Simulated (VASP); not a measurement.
# KBr (Fm-3m) in VASP: further runs

One crystal, KBr, is run at these levels: LDA, PBE; tasks: relaxation of the atoms, relaxation of cell and atoms.

Program: VASP 6.6.1. These are calculated values, not measurements. Logs are shortened: lines on timing, memory, paths and dates and some standing lists are left out, and cuts for length are marked.

## Step 1: Starting point

It takes space group Fm-3m (No. 225, cubic). Conventional cell: a = 6.382 Å, b = 6.382 Å, c = 6.382 Å, α = 90.00°, β = 90.00°, γ = 90.00°. K (site symmetry m-3m) is surrounded by 6 Br at 3.19 Å. Around Br (site symmetry m-3m) lie 6 K at 3.19 Å.

## Step 2: Relaxation of the atoms, LDA

Contents of INCAR:

```
PREC = Accurate
ENCUT = 600
EDIFF = 1E-7
ISMEAR = 0
SIGMA = 0.03
LREAL = False
LASPH = True
NELM = 80
ALGO = Normal
ISIF = 2
LWAVE = False
LCHARG = False
IBRION = 2
NSW = 40
EDIFFG = -0.01
```

Contents of KPOINTS:

```
regular mesh
0
Gamma
  8 8 8
```

Contents of POSCAR:

```
KBr                                     
1.0
    0.0000000000      3.1909146434      3.1909146434
    3.1909146434      0.0000000000      3.1909146434
    3.1909146434      3.1909146434      0.0000000000
  K               Br            
     1     1
Direct
     0.0000000000000000    0.0000000000000000    0.0000000000000000
     0.5000000000000000    0.5000000000000000    0.5000000000000000
```

Potentials or basis: VASP PAW LDA potentials, release 64 (K_sv, Br).

Started as:

```
$ cat potpaw_LDA.64/K_sv/POTCAR potpaw_LDA.64/Br/POTCAR > POTCAR
$ mpirun -np 1 vasp_std > vasp.out
```

OUTCAR:

```text
PREC = Accurate
   ENCUT = 600
   EDIFF = 1E-7
   ISMEAR = 0
   LREAL = False
   LASPH = True
   NELM = 80
   ISIF = 2
   IBRION = 2
   NSW = 40
   EDIFFG = -0.01

 ion  position               nearest neighbor table
   1  0.000  0.000  0.000-   2 3.19   2 3.19   2 3.19   2 3.19   2 3.19   2 3.19
   2  0.500  0.500  0.500-   1 3.19   1 3.19   1 3.19   1 3.19   1 3.19   1 3.19

  LATTYP: Found a face centered cubic cell.
 ALAT       =     6.3818292868

  Lattice vectors:

 A1 = (   0.0000000000,   3.1909146434,   3.1909146434)
 A2 = (   3.1909146434,   0.0000000000,   3.1909146434)
 A3 = (   3.1909146434,   3.1909146434,   0.0000000000)

Analysis of symmetry for initial positions (statically):
=====================================================================
 Subroutine PRICEL returns:
 Original cell was already a primitive cell.

 Routine SETGRP: Setting up the symmetry group for a
 face centered cubic supercell.

 Subroutine GETGRP returns: Found 48 space group operations
 (whereof 48 operations were pure point group operations)
 out of a pool of 48 trial point group operations.

The static configuration has the point symmetry O_h .

Analysis of symmetry for dynamics (positions and initial velocities):
=====================================================================
 Subroutine PRICEL returns:
 Original cell was already a primitive cell.

 Routine SETGRP: Setting up the symmetry group for a
 face centered cubic supercell.

 Subroutine GETGRP returns: Found 48 space group operations
 (whereof 48 operations were pure point group operations)
 out of a pool of 48 trial point group operations.

The dynamic configuration has the point symmetry O_h .

 Subroutine INISYM returns: Found 48 space group operations
 (whereof 48 operations are pure point group operations),
 and found     1 'primitive' translations

----------------------------------------------------------------------------------------

                                     Primitive cell

  volume of cell :      64.9794

  direct lattice vectors                    reciprocal lattice vectors
     0.000000000  3.190914643  3.190914643    -0.156694884  0.156694884  0.156694884
     3.190914643  0.000000000  3.190914643     0.156694884 -0.156694884  0.156694884
     3.190914643  3.190914643  0.000000000     0.156694884  0.156694884 -0.156694884

  length of vectors
     4.512634765  4.512634765  4.512634765     0.271403500  0.271403500  0.271403500

  position of ions in fractional coordinates (direct lattice)
     0.000000000  0.000000000  0.000000000
     0.500000000  0.500000000  0.500000000

  ion indices of the primitive-cell ions
   primitive index   ion index
                 1           1
                 2           2

----------------------------------------------------------------------------------------

 KPOINTS: regular mesh

Automatic generation of k-mesh.
 Grid dimensions read from file:
 generate k-points for:    8    8    8

 Generating k-lattice:

  Cartesian coordinates                     Fractional coordinates (reciprocal lattice)
    -0.019586861  0.019586861  0.019586861     0.125000000  0.000000000  0.000000000
     0.019586861 -0.019586861  0.019586861     0.000000000  0.125000000  0.000000000
     0.019586861  0.019586861 -0.019586861     0.000000000  0.000000000  0.125000000

  Length of vectors
     0.033925438  0.033925438  0.033925438

  Shift w.r.t. Gamma in fractional coordinates (k-lattice)
     0.000000000  0.000000000  0.000000000

 Subroutine IBZKPT returns following result:
 ===========================================

 Found     29 irreducible k-points:

 Following reciprocal coordinates:
            Coordinates               Weight
  0.000000  0.000000  0.000000      1.000000
  0.125000  0.000000  0.000000      8.000000
  0.250000  0.000000  0.000000      8.000000
  0.375000  0.000000  0.000000      8.000000
  0.500000  0.000000  0.000000      4.000000
  0.125000  0.125000  0.000000      6.000000
[... 16 lines left out ...]
  0.500000  0.250000  0.125000     48.000000
 -0.375000  0.250000  0.125000     24.000000
 [... further k-points ...]
   k-points           NKPTS =     29   k-points in BZ     NKDIM =     29   number of bands    NBANDS=     12
   number of dos      NEDOS =    301   number of ions     NIONS =      2
   total plane-waves  NPLWV =  46656
   dimension x,y,z NGX =    36 NGY =   36 NGZ =   36
   dimension x,y,z NGXF=    72 NGYF=   72 NGZF=   72
   ions per type =               1   1
   NGX,Y,Z   is equivalent  to a cutoff of  13.26, 13.26, 13.26 a.u.
   NGXF,Y,Z  is equivalent  to a cutoff of  26.52, 26.52, 26.52 a.u.
 SYSTEM =  unknown system
   PREC   = accura    normal or accurate (medium, high low for compatibility)
   ISTART =      0    job   : 0-new  1-cont  2-samecut
   ICHARG =      2    charge: 1-file 2-atom 10-const
   ISPIN  =      1    spin polarized calculation?
   LNONCOLLINEAR =      F non collinear calculations
   LSORBIT =      F    spin-orbit coupling
   LASPH  =      T    aspherical Exc in radial PAW
   ENCUT  =  600.0 eV  44.10 Ry    6.64 a.u.   9.01  9.01  9.01*2*pi/ulx,y,z
   NELM   =     80;   NELMIN=  2; NELMDL= -5     # of ELM steps
   EDIFF  = 0.1E-06   stopping-criterion for ELM
   LREAL  =      F    real-space projection
   EDIFFG = -.1E-01   stopping-criterion for IOM
   NSW    =     40    number of steps for IOM
   IBRION =      2    ionic relax: 0-MD 1-quasi-New 2-CG
   NFREE  =      1    steps in history (QN), initial steepest desc. (CG)
   ISIF   =      2    stress and relaxation
   ISYM   =      2    0-nonsym 1-usesym 2-fastsym
   POTIM  = 0.5000    time-step for ionic-motion
   TEBEG  =    0.0;   TEEND  =   0.0 temperature during run
   PSTRESS=    0.0 pullay stress
   NELECT =      16.0000    total number of electrons
   NUPDOWN=      -1.0000    fix difference up-down
   EMIN   =  10.00;   EMAX   =-10.00  energy-range for DOS
   EFERMI =   0.00;   METHOD = LEGACY
   ISMEAR =     0;   SIGMA  =   0.03  broadening in eV -4-tet -1-fermi 0-gaus
   EFERMI_NEDOS =   21; number of points for ismear=-14 and -15
   IALGO  =     38    algorithm
   IMIX   =      4    mixing-type and parameters
     AMIX     =   0.40;   BMIX     =  1.00
     AMIX_MAG =   1.60;   BMIX_MAG =  1.00
  volume/ion in A,a.u.               =      32.49       219.25
  Fermi-wavevector in a.u.,A,eV,Ry     =   1.026100  1.939048 14.325315  1.052881
  Thomas-Fermi vector in A             =   2.159975
   LORBIT       =      0    0 simple, 1 ext, 2 COOP (PROOUT), +10 PAW based schemes
   GGA     = CA    functional components
   LHFCALC =     F    Hartree Fock is set to
   AEXX    =    0.0000 exact exchange contribution
   IVDW    =     0    specifies the selected vdW correction
   LEPSILON=     F    determine dielectric tensor
   LRPA    =     F    only Hartree local field effects (RPA)
 conjugate gradient relaxation of ions
 non-spin polarized calculation
 Gauss-broadening in eV      SIGMA  =   0.03
  energy-cutoff  :      600.00
  volume of cell :       64.98
 maximum number of plane-waves:      2200
   NGX = 17   NGY = 17   NGZ = 17

 number of electron      16.0000000 magnetization

 Free energy of the ion-electron system (eV)
  ---------------------------------------------------
  ext. energy  EPLUGINS =         0.00000000
  ---------------------------------------------------
  free energy    TOTEN  =        -6.83476848 eV

  energy without entropy =       -6.83476848  energy(sigma->0) =       -6.83476848

 E-fermi :  -1.2941     XC(G=0):  -8.2967

 val. band max:       -1.4681949869   @ k =   0.0000   0.0000   0.0000
 cond. band min:       2.8471329824   @ k =   0.0000   0.0000   0.0000
 fundamental gap:      4.3153279693
 Fermi energy:        -1.2941331754

 k-point     1 :       0.0000    0.0000    0.0000
  band No.  band energies     occupation
      1     -28.6866      2.00000
      2     -13.9291      2.00000
      3     -12.4117      2.00000
      4     -12.4117      2.00000
      5     -12.4117      2.00000
      6      -1.4682      2.00000
      7      -1.4682      2.00000
      8      -1.4682      2.00000
      9       2.8471      0.00000
     10       5.8722      0.00000
     11       5.8722      0.00000
     12       5.8722      0.00000

 k-point     2 :       0.1250    0.0000    0.0000
  band No.  band energies     occupation
      1     -28.6850      2.00000
      2     -13.9623      2.00000
      3     -12.4129      2.00000
      4     -12.4129      2.00000
      5     -12.3647      2.00000
      6      -1.7577      2.00000
      7      -1.5401      2.00000
      8      -1.5401      2.00000
      9       3.2997      0.00000
     10       5.7690      0.00000
     11       6.0791      0.00000
     12       6.0791      0.00000

 k-point     3 :       0.2500    0.0000    0.0000
  band No.  band energies     occupation
      1     -28.6812      2.00000
      2     -14.0357      2.00000
      3     -12.4156      2.00000
      4     -12.4156      2.00000
      5     -12.2573      2.00000
      6      -2.3193      2.00000
      7      -1.7039      2.00000
      8      -1.7039      2.00000
      9       4.2119      0.00000
     10       5.8309      0.00000
     11       6.6571      0.00000
     12       6.6571      0.00000

 k-point     4 :       0.3750    0.0000    0.0000
  band No.  band energies     occupation
      1     -28.6773      2.00000
      2     -14.1016      2.00000
      3     -12.4183      2.00000
      4     -12.4183      2.00000
      5     -12.1563      2.00000
      6      -2.7725      2.00000
      7      -1.8561      2.00000
      8      -1.8561      2.00000
      9       4.8109      0.00000
     10       6.4380      0.00000
     11       7.5160      0.00000
     12       7.5160      0.00000

 k-point     5 :       0.5000    0.0000    0.0000
  band No.  band energies     occupation
      1     -28.6757      2.00000
      2     -14.1272      2.00000
      3     -12.4195      2.00000
      4     -12.4195      2.00000
      5     -12.1159      2.00000
      6      -2.9402      2.00000
      7      -1.9162      2.00000
      8      -1.9162      2.00000
      9       4.9899      0.00000
     10       6.8218      0.00000
     11       8.3108      0.00000
     12       8.3108      0.00000
[... 228 lines left out ...]
      1     -28.6726      2.00000
      2     -13.7979      2.00000
      3     -12.5627      2.00000
      4     -12.4707      2.00000
      5     -12.4707      2.00000
      6      -2.4286      2.00000
      7      -1.8015      2.00000
      8      -1.8015      2.00000
      9       3.9455      0.00000
     10       5.7697      0.00000
     11       7.8802      0.00000
     12       8.2460      0.00000

 k-point    22 :       0.3750    0.2500    0.1250
  band No.  band energies     occupation
      1     -28.6784      2.00000
      2     -14.0147      2.00000
      3     -12.4519      2.00000
      4     -12.4238      2.00000
      5     -12.2606      2.00000
      6      -2.4671      2.00000
      7      -1.7901      2.00000
      8      -1.7627      2.00000
      9       4.8209      0.00000
     10       5.0837      0.00000
     11       7.3092      0.00000
     12       7.4587      0.00000

 k-point    23 :       0.5000    0.2500    0.1250
  band No.  band energies     occupation
      1     -28.6754      2.00000
      2     -14.0237      2.00000
      3     -12.4670      2.00000
      4     -12.4346      2.00000
      5     -12.2337      2.00000
      6      -2.6169      2.00000
      7      -1.9628      2.00000
      8      -1.8881      2.00000
      9       5.1970      0.00000
     10       5.8162      0.00000
     11       7.4958      0.00000
     12       7.9410      0.00000

 k-point    24 :      -0.3750    0.2500    0.1250
  band No.  band energies     occupation
      1     -28.6741      2.00000
      2     -14.0271      2.00000
      3     -12.4685      2.00000
      4     -12.4445      2.00000
      5     -12.2225      2.00000
      6      -2.6632      2.00000
      7      -2.0514      2.00000
      8      -1.9329      2.00000
      9       5.4071      0.00000
     10       6.2204      0.00000
     11       7.5810      0.00000
     12       7.9060      0.00000

 [... further k-points ...]

------------------------ aborting loop because EDIFF is reached ----------------------------------------

  FORCE on cell =-STRESS in cart. coord.  units (eV):
  Direction    XX          YY          ZZ          XY          YZ          ZX
  --------------------------------------------------------------------------------------
  -------------------------------------------------------------------------------------
  Total        0.0027688      0.0027688      0.0027688      0.0000000      0.0000000      0.0000000
  in kB        0.0682685      0.0682685      0.0682685      0.0000000      0.0000000      0.0000000
  external PRESSURE =       0.0682685 kB  Pullay stress =       0.0000000 kB

 VOLUME and BASIS-vectors are now :
 -----------------------------------------------------------------------------
  energy-cutoff  :      600.00
  volume of cell :       64.98
      direct lattice vectors                 reciprocal lattice vectors
     0.000000000  3.190914643  3.190914643    -0.156694884  0.156694884  0.156694884
     3.190914643  0.000000000  3.190914643     0.156694884 -0.156694884  0.156694884
     3.190914643  3.190914643  0.000000000     0.156694884  0.156694884 -0.156694884

 POSITION                                       TOTAL-FORCE (eV/Angst)
 -----------------------------------------------------------------------------------
      0.00000      0.00000      0.00000         0.000000      0.000000     -0.000000
      3.19091      3.19091      3.19091        -0.000000      0.000000      0.000000
 -----------------------------------------------------------------------------------
    total drift:                                0.000000      0.000000      0.000000

  FREE ENERGIE OF THE ION-ELECTRON SYSTEM (eV)
  ---------------------------------------------------
  free  energy   TOTEN  =        -6.8347684751 eV

  energy  without entropy=       -6.8347684751  energy(sigma->0) =       -6.83476848

 reached required accuracy - stopping structural energy minimisation
```

It took 16 s on 1 thread of Intel Xeon 6975P-C (Granite Rapids), shared host; peak memory 0.17 GiB.

What came out:

- Free energy: -6.8348 eV
- Pressure after relaxing: 0.0 GPa
- Band gap on the k mesh: 4.32 eV, direct

Final structure:
```
CELL_PARAMETERS angstrom
0.00000 3.19091 3.19091
3.19091 0.00000 3.19091
3.19091 3.19091 0.00000
ATOMIC_POSITIONS crystal
K 0.00000 0.00000 0.00000
Br 0.50000 0.50000 0.50000
```

Levels at points of the mesh, in eV from the valence-band top:
```
           k point  band 4  band 5  band 6  band 7  band 8  band 9  band 10  band 11  band 12
(0.00, 0.00, 0.00)  -10.94  -10.94    0.00    0.00    0.00    4.32     7.34     7.34     7.34
(0.50, 0.00, 0.00)  -10.95  -10.65   -1.47   -0.45   -0.45    6.46     8.29     9.78     9.78
(0.50, 0.50, 0.00)  -11.00  -11.00   -0.96   -0.33   -0.33    5.41     7.24     9.35     9.71
```

Caveat: the relaxation stopped at its first step, so nothing moved. A k mesh can miss the band edges.

(Part 1 of 3 ends here.)
